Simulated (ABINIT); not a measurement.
# KTaO3 (Pm-3m) in ABINIT: settings compared

One crystal, KTaO3, is run at these levels: HCTH407, AM05, PW91, revPBE; tasks: band structure.

Everything below comes from runs of ABINIT 10.8.3 (patched build). Logs are shortened: lines on timing, memory, paths and dates and some standing lists are left out, and cuts for length are marked. The log counts tension as positive stress, the text compression.

## 1. The crystal as given

The structure is cubic, space group Pm-3m (No. 221). The conventional cell has a = 3.988 Å, b = 3.988 Å, c = 3.988 Å, α = 90.00°, β = 90.00°, γ = 90.00°. Around Ta (site symmetry m-3m) lie 6 O at 1.99 Å. K (site symmetry m-3m) is surrounded by 12 O at 2.82 Å. O (site symmetry 4/mmm) is surrounded by 2 Ta at 1.99 Å.

## 2. Band structure, HCTH407

Contents of run.abi:

```
ndtset 2

pp_dirpath "./"
pseudos "Ta.GGA_PBE-JTH.xml, K.GGA_PBE-JTH.xml, O.GGA_PBE-JTH.xml"

acell 3*1.0
rprim
     7.5367947028     0.0000000000     0.0000000000
     0.0000000000     7.5367947028     0.0000000000
     0.0000000000     0.0000000000     7.5367947028
ntypat 3
znucl 73 19 8
natom 5
typat 1 2 3 3 3
xred
     0.0000000000     0.0000000000     0.0000000000
     0.5000000000     0.5000000000     0.5000000000
     0.0000000000     0.0000000000     0.5000000000
     0.0000000000     0.5000000000     0.0000000000
     0.5000000000     0.0000000000     0.0000000000

ecut 23.0
pawecutdg 45.0

ixc 27

occopt 3
tsmear 0.05 eV

nstep 100

iomode 3
prtwf 0
prteig 0
prtebands 0
prtden1 1
prtvha1 1
prtvclmb1 1
prtpot1 1

kptopt1 1
ngkpt1 7 7 7
nshiftk1 1
shiftk1 0.0 0.0 0.0
nband1 24
tolvrs1 1.0e-9

iscf2 -2
getden2 1
nband2 28
nbdbuf2 2
tolwfr2 1.0e-12
kptopt2 -5
ndivsm2 5
prteig2 1
prtvol2 -3
kptbounds2
     0.0000000000     0.0000000000     0.0000000000
     0.0000000000     0.5000000000     0.0000000000
     0.5000000000     0.5000000000     0.0000000000
     0.0000000000     0.0000000000     0.0000000000
     0.5000000000     0.5000000000     0.5000000000
     0.0000000000     0.5000000000     0.0000000000
```

Potentials or basis: JTH PAW PBE v2.0.

Run with:

```
$ abinit run.abi > log 2>&1
```

run.abo:

```text
.Version 10.8.3 of ABINIT
 DATASET    1 : space group Pm -3 m (#221); Bravais cP (primitive cubic)
================================================================================
 Values of the parameters that define the memory need for DATASET  1.
     intxc =       0    ionmov =       0      iscf =       7    lmnmax =      18
     lnmax =       6     mgfft =      36  mpssoang =       3    mqgrid =    3001
     natom =       5  nloc_mem =       2    nspden =       1   nspinor =       1
    nsppol =       1      nsym =      48    n1xccc =       1    ntypat =       3
    occopt =       3   xclevel =       2
       mpw =        2278          nfft =       46656          nkpt =          20
 PAW method is used; the additional fine FFT grid is defined by:
   mgfftf=        48    nfftf =    110592
================================================================================
================================================================================

 DATASET    2 : space group Pm -3 m (#221); Bravais cP (primitive cubic)
================================================================================
 Values of the parameters that define the memory need for DATASET  2.
     intxc =       0    ionmov =       0      iscf =      -2    lmnmax =      18
     lnmax =       6     mgfft =      36  mpssoang =       3    mqgrid =    3001
     natom =       5  nloc_mem =       2    nspden =       1   nspinor =       1
    nsppol =       1      nsym =      48    n1xccc =       1    ntypat =       3
    occopt =       3   xclevel =       2
       mpw =        2287          nfft =       46656          nkpt =          34
 PAW method is used; the additional fine FFT grid is defined by:
   mgfftf=        48    nfftf =    110592
================================================================================
================================================================================

--------------------------------------------------------------------------------
------------- Echo of variables that govern the present computation ------------
--------------------------------------------------------------------------------
 -outvars: echo values of preprocessed input variables --------
            acell      1.0000000000E+00  1.0000000000E+00  1.0000000000E+00 Bohr
              amu      1.80947900E+02  3.90983000E+01  1.59994000E+01
             ecut      2.30000000E+01 Hartree
           getden1          0
           getden2          1
             iscf1          7
             iscf2         -2
              ixc          27
           jdtset        1    2
           kptopt1          1
           kptopt2         -5
         kptrlatt        7    0    0      0    7    0      0    0    7
          kptrlen1     5.27575629E+01
          kptrlen2     3.00000000E+01
            natom           5
            nband1         24
            nband2         28
           nbdbuf1          0
           nbdbuf2          2
           ndtset           2
           ndivsm1          0
           ndivsm2          5
            ngfft          36      36      36
          ngfftdg          48      48      48
             nkpt1         20
             nkpt2         34
            nstep         100
             nsym          48
           ntypat           3
           occopt           3
        pawecutdg      4.50000000E+01 Hartree
         pawxcdev           0
        prtebands           0
           prteig1          0
           prteig2          1
           prtpot1          1
           prtpot2          0
         prtvclmb1          1
         prtvclmb2          0
           prtvha1          1
           prtvha2          0
           prtvol1          0
           prtvol2         -3
            prtwf           0
            rprim      7.5367947028E+00  0.0000000000E+00  0.0000000000E+00
                       0.0000000000E+00  7.5367947028E+00  0.0000000000E+00
                       0.0000000000E+00  0.0000000000E+00  7.5367947028E+00
           shiftk1     0.00000000E+00  0.00000000E+00  0.00000000E+00
[... 43 lines left out ...]

 cartesian coordinates (angstrom) at end:
    1      0.00000000000000     0.00000000000000     0.00000000000000
    2      1.99414999863525     1.99414999863525     1.99414999863525
    3      0.00000000000000     0.00000000000000     1.99414999863525
    4      0.00000000000000     1.99414999863525     0.00000000000000
    5      1.99414999863525     0.00000000000000     0.00000000000000
 length scales=  1.000000000000  1.000000000000  1.000000000000 bohr
              =  0.529177210544  0.529177210544  0.529177210544 angstroms
 Eigenvalues (hartree) for nkpt=  34  k points:
 kpt#   1, nband= 28, wtk=  1.00000, kpt=  0.0000  0.0000  0.0000 (reduced coord)
  -2.44855   -1.20506   -1.20506   -1.20506   -0.94654   -0.57620   -0.55173   -0.55173
  -0.33883   -0.33883   -0.33883   -0.01670   -0.01670   -0.01670    0.03353    0.03353
   0.03353    0.04856    0.04856    0.04856    0.15293    0.15293    0.15293    0.31131
   0.31131    0.34109    0.39074    0.39074
 kpt#   2, nband= 28, wtk=  1.00000, kpt=  0.0000  0.1000  0.0000 (reduced coord)
  -2.44854   -1.20535   -1.20504   -1.20504   -0.94646   -0.57507   -0.55166   -0.54992
  -0.33871   -0.33871   -0.33837   -0.02553   -0.01704   -0.01704    0.02809    0.02809
   0.03210    0.03769    0.04635    0.04635    0.15339    0.16431    0.16431    0.31142
   0.32597    0.34930    0.39505    0.39552
 kpt#   3, nband= 28, wtk=  1.00000, kpt=  0.0000  0.2000  0.0000 (reduced coord)
  -2.44854   -1.20612   -1.20502   -1.20502   -0.94624   -0.57317   -0.55148   -0.54375
  -0.33841   -0.33841   -0.33715   -0.05258   -0.01796   -0.01796    0.01464    0.01464
   0.01980    0.02841    0.04384    0.04384    0.15458    0.19062    0.19062    0.31167
   0.34801    0.37895    0.40658    0.41021
 kpt#   4, nband= 28, wtk=  1.00000, kpt=  0.0000  0.3000  0.0000 (reduced coord)
  -2.44853   -1.20706   -1.20498   -1.20498   -0.94598   -0.57232   -0.55126   -0.53374
[... 139 lines left out ...]
  -2.44851   -1.20805   -1.20550   -1.20549   -0.94551   -0.56371   -0.54564   -0.52064
  -0.33928   -0.33627   -0.33585   -0.12750   -0.05014   -0.03785   -0.03320   -0.02997
   0.00426    0.02733    0.03362    0.03860    0.19392    0.25878    0.26033    0.35704
   0.41492    0.44212    0.45190    0.48160
 kpt#  33, nband= 28, wtk=  1.00000, kpt=  0.0714  0.5000  0.0714 (reduced coord)
  -2.44852   -1.20808   -1.20509   -1.20509   -0.94564   -0.57016   -0.54961   -0.52022
  -0.33805   -0.33713   -0.33443   -0.12742   -0.03324   -0.02623   -0.01783   -0.01547
   0.01056    0.02595    0.02964    0.03686    0.16872    0.25425    0.25469    0.32474
   0.39442    0.43306    0.44237    0.47045
 kpt#  34, nband= 28, wtk=  1.00000, kpt=  0.0000  0.5000  0.0000 (reduced coord)
  -2.44852   -1.20809   -1.20494   -1.20494   -0.94568   -0.57240   -0.55100   -0.52002
  -0.33761   -0.33761   -0.33394   -0.12738   -0.02006   -0.02006   -0.01191   -0.01191
  -0.00230    0.01933    0.04075    0.04075    0.15780    0.25284    0.25284    0.31224
   0.38615    0.42872    0.43905    0.46673

== END DATASET(S) ==============================================================
================================================================================

 -outvars: echo values of variables after computation  --------
            acell      1.0000000000E+00  1.0000000000E+00  1.0000000000E+00 Bohr
           etotal1    -1.3676584822E+02
            fcart1    -0.0000000000E+00 -0.0000000000E+00 -0.0000000000E+00
                      -0.0000000000E+00 -0.0000000000E+00 -0.0000000000E+00
                      -0.0000000000E+00 -0.0000000000E+00 -0.0000000000E+00
                      -0.0000000000E+00 -0.0000000000E+00 -0.0000000000E+00
                      -0.0000000000E+00 -0.0000000000E+00 -0.0000000000E+00
            rprim      7.5367947028E+00  0.0000000000E+00  0.0000000000E+00
                       0.0000000000E+00  7.5367947028E+00  0.0000000000E+00
                       0.0000000000E+00  0.0000000000E+00  7.5367947028E+00
           strten1    -1.8851995823E-04 -1.8851995823E-04 -1.8851995823E-04
                       0.0000000000E+00  0.0000000000E+00  0.0000000000E+00
           xangst      0.0000000000E+00  0.0000000000E+00  0.0000000000E+00
                       1.9941499986E+00  1.9941499986E+00  1.9941499986E+00
                       0.0000000000E+00  0.0000000000E+00  1.9941499986E+00
                       0.0000000000E+00  1.9941499986E+00  0.0000000000E+00
                       1.9941499986E+00  0.0000000000E+00  0.0000000000E+00
             xred      0.0000000000E+00  0.0000000000E+00  0.0000000000E+00
                       5.0000000000E-01  5.0000000000E-01  5.0000000000E-01
                       0.0000000000E+00  0.0000000000E+00  5.0000000000E-01
                       0.0000000000E+00  5.0000000000E-01  0.0000000000E+00
                       5.0000000000E-01  0.0000000000E+00  0.0000000000E+00
 Calculation completed.
```

Wall time 2.6 min (1 thread of Arm Neoverse V1, shared host); peak memory 0.16 GiB.

Results:

* Free energy: -3721.5883 eV
* Pressure: 5.5 GPa
* Band gap on the k mesh: 2.29 eV, indirect (least direct gap 2.84 eV)
* Band gap along the path: 2.23 eV, indirect (least direct gap 2.84 eV)

Levels at the corners of the path, in eV from the valence-band top:
```
point  band 16  band 17  band 18  band 19  band 20  band 21  band 22  band 23  band 24  band 25
    Γ    -1.02    -1.02    -0.61    -0.61    -0.61     2.23     2.23     2.23     6.54     6.54
    X    -2.25    -1.99    -1.40    -0.82    -0.82     2.36     4.95     4.95     6.57     8.58
    M    -2.72    -1.64    -1.37    -1.37    -0.03     4.98     4.98     6.25     7.54    10.36
    Γ    -1.02    -1.02    -0.61    -0.61    -0.61     2.23     2.23     2.23     6.54     6.54
    R    -3.82    -3.82     0.00     0.00     0.00     6.36     6.36     6.36     9.34     9.34
    X    -2.25    -1.99    -1.40    -0.82    -0.82     2.36     4.95     4.95     6.57     8.58
```

Caveat: the PAW data sets were made with another functional, which shifts forces and pressure a little; spin-orbit coupling is left out, which moves the levels of the heavy elements; the atomic spheres overlap.

## 3. Band structure, AM05

Changes to run.abi since step 2:

```diff
@@ -1,3 +1,5 @@
+# Datasets: ground state, then fixed potential
 ndtset 2
 
+# Pseudopotentials
 pp_dirpath "./"
@@ -5,7 +7,8 @@
 
-acell 3*1.0
+# Structure
+acell 3.9883 3.9883 3.9883 Angstrom
 rprim
-     7.5367947028     0.0000000000     0.0000000000
-     0.0000000000     7.5367947028     0.0000000000
-     0.0000000000     0.0000000000     7.5367947028
+     1.0000000000     0.0000000000     0.0000000000
+     0.0000000000     1.0000000000     0.0000000000
+     0.0000000000     0.0000000000     1.0000000000
 ntypat 3
@@ -21,2 +24,3 @@
 
+# Plane-wave basis
 ecut 23.0
@@ -24,9 +28,13 @@
 
-ixc 27
+# Exchange and correlation
+ixc -120135
 
+# Bands and occupations
 occopt 3
-tsmear 0.05 eV
+tsmear 0.00183747
 
+# SCF cycle
 nstep 100
 
+# Output
 iomode 3
@@ -35,7 +43,6 @@
 prtebands 0
+enunit 1
 prtden1 1
-prtvha1 1
-prtvclmb1 1
-prtpot1 1
 
+# Dataset 1
 kptopt1 1
@@ -47,2 +54,3 @@
 
+# Dataset 2: bands along G-X-M-G-R-X
 iscf2 -2
@@ -55,3 +63,2 @@
 prteig2 1
-prtvol2 -3
 kptbounds2
```

Potentials or basis: JTH PAW PBE v2.0.

Run with:

```
$ abinit run.abi > log 2>&1
```

Wall time 2.3 min (1 thread of Arm Neoverse V1, shared host); peak memory 0.16 GiB.

Results (log left out):

- Free energy: -3698.9890 eV
- Pressure: 0.6 GPa
- Band gap on the k mesh: 2.15 eV, indirect (least direct gap 2.71 eV)
- Band gap along the path: 2.09 eV, indirect (least direct gap 2.71 eV)

Levels at the corners of the path, in eV from the valence-band top:
```csv
point,band 18,band 19,band 20,band 21,band 22,band 23
Γ,-0.61,-0.61,-0.61,2.09,2.09,2.09
X,-1.53,-0.84,-0.84,2.25,4.98,4.98
M,-1.44,-1.44,-0.04,5.02,5.02,6.31
Γ,-0.61,-0.61,-0.61,2.09,2.09,2.09
R,0.00,0.00,0.00,6.45,6.45,6.45
X,-1.53,-0.84,-0.84,2.25,4.98,4.98
```

Caveat: the PAW data sets were made with another functional, which shifts forces and pressure a little; spin-orbit coupling is left out, which moves the levels of the heavy elements; the atomic spheres overlap.

## 4. Band structure, PW91

Contents of run.abi:

```
ndtset 2

pp_dirpath "./"
pseudos "Ta.GGA_PBE-JTH.xml, K.GGA_PBE-JTH.xml, O.GGA_PBE-JTH.xml"

acell 3.9883 3.9883 3.9883 Angstrom
rprim
     1.0000000000     0.0000000000     0.0000000000
     0.0000000000     1.0000000000     0.0000000000
     0.0000000000     0.0000000000     1.0000000000
ntypat 3
znucl 73 19 8
natom 5
typat 1 2 3 3 3
xcart
     0.0000000000     0.0000000000     0.0000000000
     1.9941500000     1.9941500000     1.9941500000
     0.0000000000     0.0000000000     1.9941500000
     0.0000000000     1.9941500000     0.0000000000
     1.9941500000     0.0000000000     0.0000000000 Angstrom

ecut 23.0
pawecutdg 45.0

ixc -109134

occopt 3
tsmear 0.05 eV

nstep 100

iomode 3
prtwf 0
prteig 0
prtebands 0
prtden1 1

kptopt1 1
ngkpt1 7 7 7
nshiftk1 1
shiftk1 0.0 0.0 0.0
nband1 24
tolvrs1 1.0e-9

iscf2 -2
getden2 1
nband2 28
nbdbuf2 2
tolwfr2 1.0e-12
kptopt2 -5
ndivsm2 8
prteig2 1
prtvol2 -3
kptbounds2
     0.0000000000     0.0000000000     0.0000000000
     0.0000000000     0.5000000000     0.0000000000
     0.5000000000     0.5000000000     0.0000000000
     0.0000000000     0.0000000000     0.0000000000
     0.5000000000     0.5000000000     0.5000000000
     0.0000000000     0.5000000000     0.0000000000
```

Run with:

```
$ abinit run.abi > log 2>&1
```

It took 3.3 min on 1 thread of Arm Neoverse V1, shared host; peak memory 0.19 GiB.

The run converged. Its results:

```yaml
Free_energy: -3711.4000 eV
Pressure: 4.8 GPa
Band_gap_on_the_k_mesh: 2.23 eV, indirect (least direct gap 2.79 eV)
Band_gap_along_the_path: 2.18 eV, indirect (least direct gap 2.79 eV)
```

Levels at the corners of the path, in eV from the valence-band top:
| point | band 16 | band 17 | band 18 | band 19 | band 20 | band 21 | band 22 | band 23 | band 24 | band 25 |
| --- | --- | --- | --- | --- | --- | --- | --- | --- | --- | --- |
| Γ | -1.06 | -1.06 | -0.62 | -0.62 | -0.62 | 2.18 | 2.18 | 2.18 | 6.63 | 6.76 |
| X | -2.31 | -2.13 | -1.51 | -0.84 | -0.84 | 2.33 | 5.01 | 5.01 | 6.80 | 8.48 |
| M | -2.82 | -1.64 | -1.43 | -1.43 | -0.04 | 5.05 | 5.05 | 6.34 | 7.67 | 10.08 |
| Γ | -1.06 | -1.06 | -0.62 | -0.62 | -0.62 | 2.18 | 2.18 | 2.18 | 6.63 | 6.76 |
| R | -3.89 | -3.89 | 0.00 | 0.00 | 0.00 | 6.47 | 6.47 | 6.47 | 8.92 | 8.92 |
| X | -2.31 | -2.13 | -1.51 | -0.84 | -0.84 | 2.33 | 5.01 | 5.01 | 6.80 | 8.48 |

Caveat: the PAW data sets were made with another functional, which shifts forces and pressure a little; spin-orbit coupling is left out, which moves the levels of the heavy elements; the atomic spheres overlap.

## 5. Band structure, revPBE

Changes to run.abi since step 4:

```diff
@@ -1,3 +1,5 @@
+# Datasets: ground state, then fixed potential
 ndtset 2
 
+# Pseudopotentials
 pp_dirpath "./"
@@ -5,2 +7,3 @@
 
+# Structure
 acell 3.9883 3.9883 3.9883 Angstrom
@@ -14,9 +17,10 @@
 typat 1 2 3 3 3
-xcart
+xred
      0.0000000000     0.0000000000     0.0000000000
-     1.9941500000     1.9941500000     1.9941500000
-     0.0000000000     0.0000000000     1.9941500000
-     0.0000000000     1.9941500000     0.0000000000
-     1.9941500000     0.0000000000     0.0000000000 Angstrom
+     0.5000000000     0.5000000000     0.5000000000
+     0.0000000000     0.0000000000     0.5000000000
+     0.0000000000     0.5000000000     0.0000000000
+     0.5000000000     0.0000000000     0.0000000000
 
+# Plane-wave basis
 ecut 23.0
@@ -24,4 +28,6 @@
 
-ixc -109134
+# Exchange and correlation
+ixc 14
 
+# Bands and occupations
 occopt 3
@@ -29,4 +35,6 @@
 
+# SCF cycle
 nstep 100
 
+# Output
 iomode 3
@@ -37,2 +45,3 @@
 
+# Dataset 1
 kptopt1 1
@@ -44,2 +53,3 @@
 
+# Dataset 2: bands along G-X-M-G-R-X
 iscf2 -2
@@ -52,3 +62,2 @@
 prteig2 1
-prtvol2 -3
 kptbounds2
```

Run with:

```
$ abinit run.abi > log 2>&1
```

It took 2.9 min on 1 thread of Arm Neoverse V1, shared host; peak memory 0.19 GiB.

The run converged. Its results:

* Free energy: -3701.2818 eV
* Pressure: 8.8 GPa
* Band gap on the k mesh: 2.28 eV, indirect (least direct gap 2.83 eV)
* Band gap along the path: 2.22 eV, indirect (least direct gap 2.83 eV)

Levels at the corners of the path, in eV from the valence-band top:
| point | band 16 | band 17 | band 18 | band 19 | band 20 | band 21 | band 22 | band 23 | band 24 | band 25 |
| --- | --- | --- | --- | --- | --- | --- | --- | --- | --- | --- |
| Γ | -1.06 | -1.06 | -0.61 | -0.61 | -0.61 | 2.22 | 2.22 | 2.22 | 6.76 | 6.76 |
| X | -2.29 | -2.11 | -1.49 | -0.84 | -0.84 | 2.37 | 5.05 | 5.05 | 6.80 | 8.53 |
| M | -2.80 | -1.63 | -1.42 | -1.42 | -0.04 | 5.08 | 5.08 | 6.38 | 7.68 | 10.16 |
| Γ | -1.06 | -1.06 | -0.61 | -0.61 | -0.61 | 2.22 | 2.22 | 2.22 | 6.76 | 6.76 |
| R | -3.89 | -3.89 | 0.00 | 0.00 | 0.00 | 6.50 | 6.50 | 6.50 | 9.00 | 9.00 |
| X | -2.29 | -2.11 | -1.49 | -0.84 | -0.84 | 2.37 | 5.05 | 5.05 | 6.80 | 8.53 |

Caveat: the PAW data sets were made with another functional, which shifts forces and pressure a little; spin-orbit coupling is left out, which moves the levels of the heavy elements; the atomic spheres overlap. revPBE gaps usually lie below the measured ones, often by a third to a half.

## 6. Overview

| level | gap on the mesh (eV) | pressure (GPa) |
| --- | --- | --- |
| HCTH407 | 2.29 | 5.5 |
| AM05 | 2.15 | 0.6 |
| PW91 | 2.23 | 4.8 |
| revPBE | 2.28 | 8.8 |

Alike in all rows: task band structure; potentials or basis JTH PAW PBE v2.0; no spin polarisation; cell as given; k mesh 7 × 7 × 7; cutoff (eV) 626; smearing fermi-dirac 0.05 eV.

On the cell as given the gap runs from 2.09 eV (AM05) to 2.23 eV (HCTH407). The pressure there spans 0.6 GPa (AM05) to 8.8 GPa (revPBE); a positive pressure means that this level wants a larger cell, a negative one a smaller.

Caveats: the PAW data sets were made with another functional, which shifts forces and pressure a little; spin-orbit coupling is left out, which moves the levels of the heavy elements; the atomic spheres overlap.

Total energies depend on the potentials used, so only differences within one code and one set of settings carry meaning.
